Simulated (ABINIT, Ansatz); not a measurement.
## SiC (P6_3mc): G0W0 on several meshes in ABINIT

Aim: the GW shift of SiC (P6_3mc) against the k mesh.

Program: ABINIT 10.8.3. Level of theory: PBE and many-body steps on it, plane waves. Results are calculated unless marked as measured.

## 1. Set-up

Symmetry: P6_3mc, No. 186, hexagonal system. Conventional cell: a = 3.076 Å, b = 3.076 Å, c = 10.071 Å, α = 90.00°, β = 90.00°, γ = 120.00°. Nearest to Si lie 4 C at 1.88 to 1.89 Å. Si has 4 C at 1.88 to 1.89 Å nearest. C has 4 Si at 1.88 to 1.89 Å nearest. C has 4 Si at 1.88 to 1.89 Å nearest. Farther neighbours are not listed.

As a file:

```cif
data_structure
_symmetry_space_group_name_H-M 'P 1'
_symmetry_Int_Tables_number 1
_cell_length_a 3.0757
_cell_length_b 3.0757
_cell_length_c 10.0706
_cell_angle_alpha 90.000
_cell_angle_beta 90.000
_cell_angle_gamma 120.000
_cell_volume 82.50
loop_
_atom_site_label
_atom_site_type_symbol
_atom_site_fract_x
_atom_site_fract_y
_atom_site_fract_z
_atom_site_occupancy
Si1 Si 0.66667 0.33333 0.93784 1
Si2 Si 0.33333 0.66667 0.43784 1
Si3 Si 0.00000 0.00000 0.68789 1
Si4 Si 0.00000 0.00000 0.18789 1
C5 C 0.66667 0.33333 0.74980 1
C6 C 0.33333 0.66667 0.24980 1
C7 C 0.00000 0.00000 0.50046 1
C8 C 0.00000 0.00000 0.00046 1
```

The cell and positions are those that the Materials Project relaxed with its own functionals (PBE, PBE+U or r2SCAN), kept fixed.

## 2. Empty states on the mesh, 6×6×2 mesh, 599 bands

This step: ABINIT 10.8.3; DFT, PBE, plane waves, norm-conserving pseudopotentials.

The sums over transitions need many empty states on a uniform mesh; this step solves for them.

run.abi

```
acell 3*1.0 Angstrom
rprim 
  3.075694149693 -0.000000000023 0.000000000000
  -1.537847074826 2.663629267917 0.000000000000
  0.000000000000 0.000000000000 10.070646480000
ntypat 2
znucl 14 6
natom 8
typat 1 1 1 1 2 2 2 2
xred 
  0.666666666667 0.333333333333 0.937841980000
  0.333333333333 0.666666666667 0.437841980000
  -0.000000000000 -0.000000000000 0.687894380000
  -0.000000000000 -0.000000000000 0.187894380000
  0.666666666667 0.333333333333 0.749802590000
  0.333333333333 0.666666666667 0.249802590000
  -0.000000000000 -0.000000000000 0.500460050000
  -0.000000000000 -0.000000000000 0.000460050000
pp_dirpath "pseudos"
pseudos "Si.upf, C.upf"
ecut 37
ngkpt 6 6 2
nshiftk 1
shiftk 0 0 0
kptopt 1
chksymbreak 0
iscf -2
irdden 1
istwfk *1
nband 599
nbdbuf 54
tolwfr 1e-09
nstep 60
prtvol 0
indata_prefix "in"
outdata_prefix "out"
tmpdata_prefix "tmp"
```

Launch:

```bash
> OMP_NUM_THREADS=1 mpirun -n 16 abinit run.abi > log
```

Numbers of over 12 decimals in the logs are rounded to 6 here.

What it wrote:

```text
.Version 10.8.3 of ABINIT. v10.8.2 released Aug 2026.

 Symmetries : space group P6_3 m c (#186); Bravais hP (primitive hexag.)
[... echo of the input left out ...]
== DATASET  1 ==================================================================
-   mpi_nproc: 16, omp_nthreads: 1 (-1 if OMP is not activated)
-    --> not optimal distribution: autoparal keyword recommended in input file <--

--- !DatasetInfo
iteration_state: {dtset: 1, }
dimensions: {natom: 8, nkpt: 14, mband: 599, nsppol: 1, nspinor: 1, nspden: 1, mpw: 6030, }
cutoff_energies: {ecut:  37.0, pawecutdg:  -1.0, }
[...]
7.15816    7.16356    7.16578    7.16578    7.17222    7.17222    7.18853    7.19671
   7.19671    7.25154    7.26999    7.28419    7.28420    7.31090    7.34364    7.36397
   7.36473    7.37423    7.37785    7.40890    7.41802    7.43226    7.44002
 prteigrs : prtvol=0 or 1, do not print more k-points.

== END DATASET(S) ==============================================================
================================================================================

 -outvars: echo values of variables after computation  --------
            nband         599
             nkpt          14
          spgroup         186
 [... the other variables as echoed above ...]

 Calculation completed.
```

Elapsed: 15 min, on 16 MPI ranks of Arm Neoverse N1, shared host; peak memory 2.1 GiB.

This step gave:

| Item | Value |
| --- | --- |
| gap | 2.228 eV |
| k of the valence top | 0, 0, 0 |
| k of the conduction bottom | 0.5, 0, 0 |
| least direct gap | 3.353 eV |
| k points computed | 14 |
| lowest point of the top converged band, above the valence top | 181.2727 eV |

On this mesh the gap is 2.228 eV.

The density comes from a self-consistent run that is not shown.

## 3. Screening, 6×6×2 mesh, 232 bands, screening to 176.9 eV

The RPA dielectric matrix is built and inverted for each q.

This step: RPA screening on PBE, plane waves, norm-conserving pseudopotentials.

Edit run.abi of step 2 so:

```diff
@@ -26,10 +26,11 @@
 chksymbreak 0
-iscf -2
-irdden 1
 istwfk *1
-nband 599
-nbdbuf 54
-tolwfr 1e-09
-nstep 60
-prtvol 0
+occopt 1
+irdwfk 1
+optdriver 3
+nband 232
+ecuteps 6.5
+inclvkb 2
+awtr 1
+symchi 1
 indata_prefix "in"
```

What it wrote:

```text
.Version 10.8.3 of ABINIT. v10.8.2 released Aug 2026.

 Symmetries : space group P6_3 m c (#186); Bravais hP (primitive hexag.)
[... echo of the input left out ...]
== DATASET  1 ==================================================================
-   mpi_nproc: 16, omp_nthreads: 1 (-1 if OMP is not activated)

--- !DatasetInfo
iteration_state: {dtset: 1, }
dimensions: {natom: 8, nkpt: 14, mband: 232, nsppol: 1, nspinor: 1, nspden: 1, mpw: 6030, }
cutoff_energies: {ecut:  37.0, pawecutdg:  -1.0, }
electrons: {nelect:   3.20000000E+01, charge:   0.00000000E+00, occopt:   1.00000000E+00, tsmear:   1.00000000E-02, }

 SCREENING: Calculation of the susceptibility and dielectric matrices

 Based on a program developped by R.W. Godby, V. Olevano, G. Onida, and L. Reining.
 Incorporated in ABINIT by V. Olevano, G.-M. Rignanese, and M. Torrent.
.Using double precision arithmetic ; gwpc =  8

[... cell and pseudopotentials left out ...]
--------------------------------------------------------------------------------

 ==== K-mesh for the wavefunctions ====
 Number of points in the irreducible wedge :    14
[... list of points left out ...]
 Together with 12 symmetry operations and time-reversal symmetry
 yields    72 points in the full Brillouin Zone.

 ==== Q-mesh for the screening function ====
 Number of points in the irreducible wedge :    14
[... list of points left out ...]
 Together with 12 symmetry operations and time-reversal symmetry
 yields    72 points in the full Brillouin Zone.

 setmesh: FFT mesh size selected  =    24x   24x   80
          total number of points  =        46080

 vcoul_init : cutoff-mode = AUXILIARY_FUNCTION
 q-points for optical limit:   1
     1)      0.000010    0.000020    0.000030

- screening: taking advantage of time-reversal symmetry
- Maximum band index for partially occupied states nbvw = 16
- Remaining bands to be divided among processors   nbcw = 216
- Number of bands treated by each node ~13

 Number of electrons calculated from density =   32.0000; Expected =   32.0000
 average of density, n =  0.057475
 r_s =    1.6075
 omega_plasma =   23.1257 [eV]

 calculating chi0 at frequencies [eV] :
  1    0.000000E+00    0.000000E+00
  2    0.000000E+00    2.312571E+01

--------------------------------------------------------------------------------
  q-point number  1        q = ( 0.000000, 0.000000, 0.000000) [r.l.u.]
--------------------------------------------------------------------------------
[... chi0 elements left out ...]
 For q-point:  0.000010 0.000020 0.000030
  dielectric constant =   6.9579
  dielectric constant without local fields =   7.6132

  Average fulfillment of the sum rule on Im[epsilon] for q-point    1 :     89.71  [%]
[... wings left out ...]
  q-point number  2        q = ( 0.166667, 0.000000, 0.000000) [r.l.u.]
--------------------------------------------------------------------------------
[... chi0 elements left out ...]
  Average fulfillment of the sum rule on Im[epsilon] for q-point    2 :     91.46  [%]

 [... 12 further q-points ...]
```

Run time: 10 min. Hardware: 16 MPI ranks; peak memory 7.4 GiB; 2.7 h of CPU time.

This step gave:

```yaml
eps_infinity_with_local_fields_on_this_mesh_along_the_program_s_q_direction: 6.958
the_same_without_local_fields: 7.613
plasma_frequency: 23.13 eV
plane_waves_in_the_screening_matrix: 447
```

Local fields lower ε∞ by 9 %.

## 4. 6×6×2

The self-energy is evaluated for the states that the input lists, and the levels follow from it, in one-shot runs by the linearised quasiparticle equation.

This step: G0W0 on PBE, plane waves, norm-conserving pseudopotentials.

Edit run.abi of step 3 so:

```diff
@@ -29,8 +29,17 @@
 irdwfk 1
-optdriver 3
+optdriver 4
 nband 232
+gwcalctyp 0
+ecutsigx 37
+symsigma 1
+nkptgw 2
+kptgw 
+  0.0000000000 0.0000000000 0.0000000000
+  0.5000000000 0.0000000000 0.0000000000
+bdgw 
+  15 18
+  15 18
 ecuteps 6.5
-inclvkb 2
-awtr 1
-symchi 1
+irdscr 1
+ppmodel 1
 indata_prefix "in"
```

What it wrote:

```text
.Version 10.8.3 of ABINIT. v10.8.2 released Aug 2026.

 Symmetries : space group P6_3 m c (#186); Bravais hP (primitive hexag.)
[... echo of the input left out ...]
== DATASET  1 ==================================================================
-   mpi_nproc: 16, omp_nthreads: 1 (-1 if OMP is not activated)

--- !DatasetInfo
iteration_state: {dtset: 1, }
dimensions: {natom: 8, nkpt: 14, mband: 232, nsppol: 1, nspinor: 1, nspden: 1, mpw: 6030, }
cutoff_energies: {ecut:  37.0, pawecutdg:  -1.0, }
electrons: {nelect:   3.20000000E+01, charge:   0.00000000E+00, occopt:   1.00000000E+00, tsmear:   1.00000000E-02, }

 SIGMA: Calculation of the GW corrections

 Based on a program developped by R.W. Godby, V. Olevano, G. Onida, and L. Reining.
 Incorporated in ABINIT by V. Olevano, G.-M. Rignanese, and M. Torrent.
.Using double precision arithmetic ; gwpc =  8

[... cell and pseudopotentials left out ...]
--------------------------------------------------------------------------------

 ==== K-mesh for the wavefunctions ====
 Number of points in the irreducible wedge :    14
[... list of points left out ...]
 Together with 12 symmetry operations and time-reversal symmetry
 yields    72 points in the full Brillouin Zone.

 ==== Q-mesh for screening function ====
 Number of points in the irreducible wedge :    14
[... list of points left out ...]
 Together with 12 symmetry operations and time-reversal symmetry
 yields    72 points in the full Brillouin Zone.

 vcoul_init : cutoff-mode = AUXILIARY_FUNCTION
 q-points for optical limit:   1
     1)      0.000010    0.000020    0.000030
 setmesh: FFT mesh size selected  =    27x   27x  108
          total number of points  =        78732

 Number of electrons calculated from density =   32.0000; Expected =   32.0000
 average of density, n =  0.057475
 r_s =    1.6075
 omega_plasma =   23.1257 [eV]

 === KS Band Gaps ===
  >>>> For spin  1
   Minimum direct gap =   3.3532 [eV], located at k-point      :   0.5000  0.0000  0.0000
   Fundamental gap    =   2.2280 [eV], Top of valence bands at :   0.0000  0.0000  0.0000
                                       Bottom of conduction at :   0.5000  0.0000  0.0000
 SIGMA fundamental parameters:
 PLASMON POLE MODEL  1
 number of plane-waves for SigmaX                 5975
 number of plane-waves for SigmaC and W            447
 number of plane-waves for wavefunctions          5975
 number of bands                                   232
 number of independent spin polarizations            1
 number of spinorial components                      1
 number of k-points in IBZ                          14
 number of q-points in IBZ                          14
 number of symmetry operations                      12
 number of k-points in BZ                           72
 number of q-points in BZ                           72
 number of frequencies for dSigma/dE                 9
 frequency step for dSigma/dE [eV]                0.25
 number of omega for Sigma on real axis              0
 max omega for Sigma on real axis  [eV]           0.00
 zcut for avoiding poles [eV]                     0.10

 EPSILON^-1 parameters (SCR file):
 dimension of the eps^-1 matrix on file            447
 dimension of the eps^-1 matrix used               447
 number of plane-waves for wavefunctions          5975
 number of bands                                   232
 number of q-points in IBZ                          14
 number of frequencies                               2
 number of real frequencies                          1
 number of imag frequencies                          1

 matrix elements of self-energy operator (all in [eV])

 Perturbative Calculation

--- !SelfEnergy_ee
iteration_state: {dtset: 1, }
kpoint     : [   0.000,    0.000,    0.000, ]
spin       : 1
KS_gap     :    5.111
QP_gap     :    5.959
Delta_QP_KS:    0.848
data: !SigmaeeData |
     Band     E0 <VxcDFT>   SigX SigC(E0)      Z dSigC/dE  Sig(E)    E-E0       E
       15   6.937 -14.981 -17.499   2.058   0.794  -0.259 -15.347  -0.365   6.572
       16   6.937 -14.981 -17.499   2.058   0.794  -0.259 -15.347  -0.365   6.572
       17  12.049 -12.155  -6.942  -4.616   0.807  -0.239 -11.673   0.483  12.531
       18  12.628 -12.067  -6.739  -4.738   0.806  -0.241 -11.591   0.476  13.104

--- !SelfEnergy_ee
iteration_state: {dtset: 1, }
kpoint     : [   0.500,    0.000,    0.000, ]
spin       : 1
KS_gap     :    3.353
QP_gap     :    4.183
Delta_QP_KS:    0.829
data: !SigmaeeData |
     Band     E0 <VxcDFT>   SigX SigC(E0)      Z dSigC/dE  Sig(E)    E-E0       E
       15   5.356 -14.179 -17.221   2.345   0.791  -0.264 -14.731  -0.552   4.804
       16   5.812 -14.518 -17.502   2.335   0.791  -0.264 -15.032  -0.514   5.298
       17   9.166 -10.884  -6.598  -3.902   0.819  -0.221 -10.569   0.315   9.481
       18   9.297 -10.661  -6.270  -4.016   0.821  -0.218 -10.353   0.308   9.604

== END DATASET(S) ==============================================================
================================================================================

 -outvars: echo values of variables after computation  --------
           etotal      0.0000000000E+00
            nband         232
             nkpt          14
          spgroup         186
 [... the other variables as echoed above ...]

 Calculation completed.
```

The job ended after 53 s (16 MPI ranks; peak memory 6.8 GiB).

Numbers from this step:

```yaml
g0w0_gap_on_the_points_computed: 2.909 eV
starting_gap_on_the_mesh: 2.228 eV
k_of_the_valence_top: 0, 0, 0
k_of_the_conduction_bottom: 0.5, 0, 0
z_at_the_valence_top: 0.794
z_at_the_conduction_bottom: 0.819
least_direct_g0w0_gap_on_the_computed_points: 4.183 eV
```

The gap on the mesh goes from 2.23 eV to 2.91 eV, a correction of +0.68 eV.

## 5. Empty states on the mesh, 3×3×1 mesh, 254 bands

This step: DFT, PBE, plane waves, norm-conserving pseudopotentials.

Edit run.abi of step 4 so:

```diff
@@ -21,3 +21,3 @@
 ecut 37
-ngkpt 6 6 2
+ngkpt 3 3 1
 nshiftk 1
@@ -26,20 +26,10 @@
 chksymbreak 0
+iscf -2
+irdden 1
 istwfk *1
-occopt 1
-irdwfk 1
-optdriver 4
-nband 232
-gwcalctyp 0
-ecutsigx 37
-symsigma 1
-nkptgw 2
-kptgw 
-  0.0000000000 0.0000000000 0.0000000000
-  0.5000000000 0.0000000000 0.0000000000
-bdgw 
-  15 18
-  15 18
-ecuteps 6.5
-irdscr 1
-ppmodel 1
+nband 254
+nbdbuf 22
+tolwfr 1e-09
+nstep 60
+prtvol 0
 indata_prefix "in"
```

What it wrote:

```text
.Version 10.8.3 of ABINIT. v10.8.2 released Aug 2026.

 Symmetries : space group P6_3 m c (#186); Bravais hP (primitive hexag.)
[... echo of the input left out ...]
== DATASET  1 ==================================================================
-   mpi_nproc: 16, omp_nthreads: 1 (-1 if OMP is not activated)
-    --> not optimal distribution: autoparal keyword recommended in input file <--

--- !DatasetInfo
iteration_state: {dtset: 1, }
dimensions: {natom: 8, nkpt: 3, mband: 254, nsppol: 1, nspinor: 1, nspden: 1, mpw: 6012, }
cutoff_energies: {ecut:  37.0, pawecutdg:  -1.0, }
[...]
3.82950    3.82950    3.83104    3.84024    3.84024    3.86674    3.86674    3.88983
   3.88983    3.89301    3.89301    3.92902    3.92902    3.93948    3.99748    3.99769
   3.99776    4.00866    4.01770    4.03914    4.04154    4.05345
 prteigrs : prtvol=0 or 1, do not print more k-points.

== END DATASET(S) ==============================================================
================================================================================

 -outvars: echo values of variables after computation  --------
            nband         254
             nkpt           3
          spgroup         186
 [... the other variables as echoed above ...]

 Calculation completed.
```

Elapsed: 2.3 min, on 16 MPI ranks; peak memory 1.1 GiB; 38 min of CPU time.

Numbers from this step:

```yaml
gap: 3.011 eV
k_of_the_valence_top: 0, 0, 0
k_of_the_conduction_bottom: 0.3333, 0, 0
least_direct_gap: 3.856 eV
k_points_computed: 3
lowest_point_of_the_top_converged_band_above_the_valence_top: 95.5808 eV
```

On this mesh the gap is 3.011 eV.

[end of part 1 of 2]

[Paths, hosts, dates, memory and timing lines, banners, echoed tables and standing remarks are left out of the program output.]

[Logs are printed without paths, hosts, clocks, repeated set-up lines and the standing remarks that a program may print on its own settings, such as how far it seeks lower states.]

[Runs of the session that timed out or met a known fault of the program may be left out.]

[Hosts, paths, dates, database ids (printed as entryN), source tags and the programs' standing remarks are cut or masked in the printed files.]

[G0W0 gaps are taken among the corrected bands and points alone; a level outside them can change the order at an edge.]

[Where Ansatz stands beside ABINIT at settings called matched, ABINIT's density can come from a denser mesh and the files from another edition; pairs whose starting gaps differed by over 0.03 eV were left out, so agreement reads better than it is.]
